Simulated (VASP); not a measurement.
# Al2Au (Fm-3m) in VASP: settings compared, part 2 of 2

VASP 6.6.1. Earlier steps stand in the parts before.

## Step 4: Equation of state, PBEsol, 17.64 Å³/atom (volume scaled by 0.98)

INCAR reads:

```
PREC     = Accurate       # precision mode
ENCUT    = 520            # plane-wave cutoff, eV
EDIFF    = 1E-7           # SCF threshold, eV
ISMEAR   = -1             # smearing method
SIGMA    = 0.05           # smearing width, eV
LREAL    = False          # projectors in reciprocal space
LASPH    = True           # aspherical terms in the spheres
NELM     = 80             # most SCF steps
ALGO     = Normal         # electronic algorithm
ISIF     = 2              # what is computed and relaxed
LWAVE    = False          # write WAVECAR
LCHARG   = False          # write CHGCAR
GGA      = PS             # functional
NBANDS   = 16             # bands
```

KPOINTS reads:

```
regular mesh
0
Gamma
  8 8 8
```

POSCAR reads:

```
Al2Au
1.0
    0.0000000000      2.9798651651      2.9798651651
    2.9798651651      0.0000000000      2.9798651651
    2.9798651651      2.9798651651      0.0000000000
Au Al
1 2
Direct
    0.0000000000      0.0000000000      0.0000000000
    0.7500000000      0.7500000000      0.7500000000
    0.2500000000      0.2500000000      0.2500000000
```

Run with:

```
> cat potpaw_PBE.64/Au/POTCAR potpaw_PBE.64/Al/POTCAR > POTCAR
> mpirun -np 1 vasp_std > vasp.out
```

It took 29 s on 1 thread of Intel Xeon Platinum 8375C at 2.90GHz (Ice Lake), shared host; peak memory 0.18 GiB.

It converged, with:

| Property | Result |
| --- | --- |
| Free energy | -13.4800 eV |
| Pressure | 2.3 GPa |
| Band gap on the k mesh | none (metal or under the smearing width) |

Caveat: the PAW data sets were made with another functional, which shifts forces and pressure a little.

## Step 5: Equation of state, PBEsol, 18.36 Å³/atom (volume scaled by 1.02)

INCAR is that of step 4.

KPOINTS is that of step 4.

POSCAR reads:

```
Al2Au
1.0
    0.0000000000      3.0198681287      3.0198681287
    3.0198681287      0.0000000000      3.0198681287
    3.0198681287      3.0198681287      0.0000000000
Au Al
1 2
Direct
    0.0000000000      0.0000000000      0.0000000000
    0.7500000000      0.7500000000      0.7500000000
    0.2500000000      0.2500000000      0.2500000000
```

Run with:

```
> cat potpaw_PBE.64/Au/POTCAR potpaw_PBE.64/Al/POTCAR > POTCAR
> mpirun -np 1 vasp_std > vasp.out
```

Wall time 36 s (1 thread of Intel Xeon Platinum 8375C at 2.90GHz (Ice Lake), shared host); peak memory 0.18 GiB.

It converged, with:

```
Free energy            : -13.4794 eV
Pressure               : -2.3 GPa
Band gap on the k mesh : none (metal or under the smearing width)
```

Caveat: the PAW data sets were made with another functional, which shifts forces and pressure a little.

## Step 6: Equation of state, PBEsol, 18.72 Å³/atom (volume scaled by 1.04)

INCAR is that of step 5.

KPOINTS is that of step 5.

POSCAR reads:

```
Al2Au
1.0
    0.0000000000      3.0394782115      3.0394782115
    3.0394782115      0.0000000000      3.0394782115
    3.0394782115      3.0394782115      0.0000000000
Au Al
1 2
Direct
    0.0000000000      0.0000000000      0.0000000000
    0.7500000000      0.7500000000      0.7500000000
    0.2500000000      0.2500000000      0.2500000000
```

Potentials or basis: VASP PAW PBE potentials, release 64 (Au, Al).

Run with:

```
> cat potpaw_PBE.64/Au/POTCAR potpaw_PBE.64/Al/POTCAR > POTCAR
> mpirun -np 1 vasp_std > vasp.out
```

Run time: 28 s. Hardware: 1 thread of Intel Xeon Platinum 8375C at 2.90GHz (Ice Lake), shared host; peak memory 0.18 GiB.

Results (log left out):

* Free energy: -13.4578 eV
* Pressure: -4.2 GPa
* Band gap on the k mesh: none (metal or under the smearing width)

Caveat: the PAW data sets were made with another functional, which shifts forces and pressure a little.

## Step 7: Equation of state, PBEsol, 19.08 Å³/atom (volume scaled by 1.06)

INCAR is that of step 6.

KPOINTS is that of step 6.

POSCAR reads:

```
Al2Au
1.0
    0.0000000000      3.0588384673      3.0588384673
    3.0588384673      0.0000000000      3.0588384673
    3.0588384673      3.0588384673      0.0000000000
Au Al
1 2
Direct
    0.0000000000      0.0000000000      0.0000000000
    0.7500000000      0.7500000000      0.7500000000
    0.2500000000      0.2500000000      0.2500000000
```

Run with:

```
> cat potpaw_PBE.64/Au/POTCAR potpaw_PBE.64/Al/POTCAR > POTCAR
> mpirun -np 1 vasp_std > vasp.out
```

Wall time 30 s (1 thread of Intel Xeon Platinum 8375C at 2.90GHz (Ice Lake), shared host); peak memory 0.18 GiB.

It converged, with:

| Quantity | Value |
| --- | --- |
| Free energy | -13.4240 eV |
| Pressure | -5.9 GPa |
| Band gap on the k mesh | none (metal or under the smearing width) |

Caveat: the PAW data sets were made with another functional, which shifts forces and pressure a little.

## Step 8: Equation of state, PBEsol

No new run: the results of the series are fitted here.

What came out:

- Equilibrium volume: 17.99 Å³/atom
- Bulk modulus: 114 GPa
- Pressure derivative of the bulk modulus: 4.9

Energy against volume, from the lowest point:
| volume (Å³/atom) | energy (meV/atom) |
| --- | --- |
| 16.920 | 25.48 |
| 17.280 | 10.73 |
| 17.640 | 2.48 |
| 18.000 | 0.00 |
| 18.360 | 2.66 |
| 18.720 | 9.88 |
| 19.080 | 21.14 |

Caveat: the PAW data sets were made with another functional, which shifts forces and pressure a little. The run has no spin-orbit coupling, so splittings on Au are missing.

## Step 9: Equation of state, PBE, 16.92 Å³/atom (volume scaled by 0.94)

INCAR reads:

```
  PREC = Accurate
  ENCUT = 520
  EDIFF = 1E-7
  ISMEAR = -1
  SIGMA = 0.05
  LREAL = False
  LASPH = True
  NELM = 100
  ALGO = Normal
  ISIF = 2
  LWAVE = False
  LCHARG = False
  GGA = PE
  NBANDS = 16
```

KPOINTS reads:

```
Automatic mesh
0
Gamma
  8 8 8
```

POSCAR reads:

```
Al2Au
1.0
    0.0000000000      2.9387583261      2.9387583261
    2.9387583261      0.0000000000      2.9387583261
    2.9387583261      2.9387583261      0.0000000000
Au Al
1 2
Direct
    0.0000000000      0.0000000000      0.0000000000
    0.7500000000      0.7500000000      0.7500000000
    0.2500000000      0.2500000000      0.2500000000
```

Potentials or basis: VASP PAW PBE potentials, release 64 (Au, Al).

Run with:

```
> cat potpaw_PBE.64/Au/POTCAR potpaw_PBE.64/Al/POTCAR > POTCAR
> mpirun -np 1 vasp_std > vasp.out
```

Run time: 12 s. Hardware: 1 thread of Intel Xeon Platinum 8488C (Sapphire Rapids), shared host; peak memory 0.18 GiB.

Results (log left out):

* Free energy: -11.8747 eV
* Pressure: 11.6 GPa
* Band gap on the k mesh: none (metal or under the smearing width)

## Step 10: Equation of state, PBE, 17.28 Å³/atom (volume scaled by 0.96)

INCAR reads:

```
PREC     = Accurate       # precision mode
ENCUT    = 520            # plane-wave cutoff, eV
EDIFF    = 1E-7           # SCF threshold, eV
ISMEAR   = -1             # smearing method
SIGMA    = 0.05           # smearing width, eV
LREAL    = F              # projectors in reciprocal space
LASPH    = T              # aspherical terms in the spheres
NELM     = 100            # most SCF steps
ALGO     = Normal         # electronic algorithm
ISIF     = 2              # what is computed and relaxed
LWAVE    = F              # write WAVECAR
LCHARG   = F              # write CHGCAR
GGA      = PE             # functional
NBANDS   = 16             # bands
```

KPOINTS reads:

```
regular mesh
0
Gamma
  8 8 8
```

POSCAR reads:

```
Al2Au
1.0
    0.0000000000      2.9594544892      2.9594544892
    2.9594544892      0.0000000000      2.9594544892
    2.9594544892      2.9594544892      0.0000000000
Au Al
1 2
Direct
    0.0000000000      0.0000000000      0.0000000000
    0.7500000000      0.7500000000      0.7500000000
    0.2500000000      0.2500000000      0.2500000000
```

Run with:

```
> cat potpaw_PBE.64/Au/POTCAR potpaw_PBE.64/Al/POTCAR > POTCAR
> mpirun -np 1 vasp_std > vasp.out
```

Run time: 12 s. Hardware: 1 thread of Intel Xeon Platinum 8488C (Sapphire Rapids), shared host; peak memory 0.18 GiB.

It converged, with:

```yaml
Free_energy: -11.9421 eV
Pressure: 8.4 GPa
Band_gap_on_the_k_mesh: none (metal or under the smearing width)
```

## Step 11: Equation of state, PBE, 17.64 Å³/atom (volume scaled by 0.98)

INCAR reads:

```
ALGO = Normal ; EDIFF = 1E-7
ENCUT = 520 ; GGA = PE
ISIF = 2 ; ISMEAR = -1
LASPH = True ; LCHARG = False
LREAL = False ; LWAVE = False
NBANDS = 16 ; NELM = 60
PREC = Accurate ; SIGMA = 0.05
```

KPOINTS reads:

```
k-points
0
Gamma
  8 8 8
```

POSCAR reads:

```
Al2Au
1.0
    0.0000000000      2.9798651651      2.9798651651
    2.9798651651      0.0000000000      2.9798651651
    2.9798651651      2.9798651651      0.0000000000
Au Al
1 2
Direct
    0.0000000000      0.0000000000      0.0000000000
    0.7500000000      0.7500000000      0.7500000000
    0.2500000000      0.2500000000      0.2500000000
```

Run with:

```
> cat potpaw_PBE.64/Au/POTCAR potpaw_PBE.64/Al/POTCAR > POTCAR
> mpirun -np 1 vasp_std > vasp.out
```

Wall time 12 s (1 thread of Intel Xeon Platinum 8488C (Sapphire Rapids), shared host); peak memory 0.18 GiB.

Results (log left out):

```
Free energy            : -11.9892 eV
Pressure               : 5.6 GPa
Band gap on the k mesh : none (metal or under the smearing width)
```

## Step 12: Equation of state, PBE, 18.36 Å³/atom (volume scaled by 1.02)

INCAR reads:

```
SYSTEM = Al2Au
PREC = Accurate
ENCUT = 520
EDIFF = 1E-7
ISMEAR = -1
SIGMA = 0.05
LREAL = .False.
LASPH = .True.
NELM = 60
ALGO = Normal
ISIF = 2
LWAVE = .False.
LCHARG = .False.
GGA = PE
NBANDS = 16
```

KPOINTS reads:

```
regular mesh
0
Gamma
  8 8 8
  0 0 0
```

POSCAR reads:

```
Al2Au
1.0
    0.0000000000      3.0198681287      3.0198681287
    3.0198681287      0.0000000000      3.0198681287
    3.0198681287      3.0198681287      0.0000000000
Au Al
1 2
Direct
    0.0000000000      0.0000000000      0.0000000000
    0.7500000000      0.7500000000      0.7500000000
    0.2500000000      0.2500000000      0.2500000000
```

Potentials or basis: VASP PAW PBE potentials, release 64 (Au, Al).

Run with:

```
> cat potpaw_PBE.64/Au/POTCAR potpaw_PBE.64/Al/POTCAR > POTCAR
> mpirun -np 1 vasp_std > vasp.out
```

Wall time 12 s (1 thread of Intel Xeon Platinum 8488C (Sapphire Rapids), shared host); peak memory 0.18 GiB.

The run converged. Its results:

* Free energy: -12.0314 eV
* Pressure: 0.8 GPa
* Band gap on the k mesh: none (metal or under the smearing width)

## Step 13: Equation of state, PBE, 18.72 Å³/atom (volume scaled by 1.04)

INCAR reads:

```
ALGO = Normal
EDIFF = 1E-7
ENCUT = 520
GGA = PE
ISIF = 2
ISMEAR = -1
LASPH = T
LCHARG = F
LREAL = F
LWAVE = F
NBANDS = 16
NELM = 100
PREC = Accurate
SIGMA = 0.05
```

KPOINTS reads:

```
k-points
0
Gamma
  8 8 8
```

POSCAR reads:

```
Al2Au
1.0
    0.0000000000      3.0394782115      3.0394782115
    3.0394782115      0.0000000000      3.0394782115
    3.0394782115      3.0394782115      0.0000000000
Au Al
1 2
Direct
    0.0000000000      0.0000000000      0.0000000000
    0.7500000000      0.7500000000      0.7500000000
    0.2500000000      0.2500000000      0.2500000000
```

Run with:

```
> cat potpaw_PBE.64/Au/POTCAR potpaw_PBE.64/Al/POTCAR > POTCAR
> mpirun -np 1 vasp_std > vasp.out
```

Run time: 12 s. Hardware: 1 thread of Intel Xeon Platinum 8488C (Sapphire Rapids), shared host; peak memory 0.18 GiB.

Results (log left out):

- Free energy: -12.0303 eV
- Pressure: -1.2 GPa
- Band gap on the k mesh: none (metal or under the smearing width)

## Step 14: Equation of state, PBE, 19.08 Å³/atom (volume scaled by 1.06)

INCAR reads:

```
  ALGO = Normal
  EDIFF = 1E-7
  ENCUT = 520
  GGA = PE
  ISIF = 2
  ISMEAR = -1
  LASPH = True
  LCHARG = False
  LREAL = False
  LWAVE = False
  NBANDS = 16
  NELM = 60
  PREC = Accurate
  SIGMA = 0.05
```

KPOINTS is that of step 13.

POSCAR reads:

```
Al2Au
1.0
    0.0000000000      3.0588384673      3.0588384673
    3.0588384673      0.0000000000      3.0588384673
    3.0588384673      3.0588384673      0.0000000000
Au Al
1 2
Direct
    0.0000000000      0.0000000000      0.0000000000
    0.7500000000      0.7500000000      0.7500000000
    0.2500000000      0.2500000000      0.2500000000
```

Run with:

```
> cat potpaw_PBE.64/Au/POTCAR potpaw_PBE.64/Al/POTCAR > POTCAR
> mpirun -np 1 vasp_std > vasp.out
```

Run time: 12 s. Hardware: 1 thread of Intel Xeon Platinum 8488C (Sapphire Rapids), shared host; peak memory 0.18 GiB.

It converged, with:

* Free energy: -12.0165 eV
* Pressure: -3.0 GPa
* Band gap on the k mesh: none (metal or under the smearing width)

## Step 15: Equation of state, PBE

Potentials or basis: VASP PAW PBE potentials, release 64 (Au, Al).

No new run: the results of the series are fitted here.

Results:

```
Equilibrium volume                      : 18.51 Å³/atom
Bulk modulus                            : 104 GPa
Pressure derivative of the bulk modulus : 5.0
```

Energy against volume, from the lowest point:
```
volume (Å³/atom)  energy (meV/atom)
          16.920              52.24
          17.280              29.80
          17.640              14.08
          18.000               4.37
          18.360               0.00
          18.720               0.38
          19.080               4.99
```

Spin-orbit coupling is left out, which matters for the levels of Au. Zero-point motion and thermal expansion aren't in these numbers.
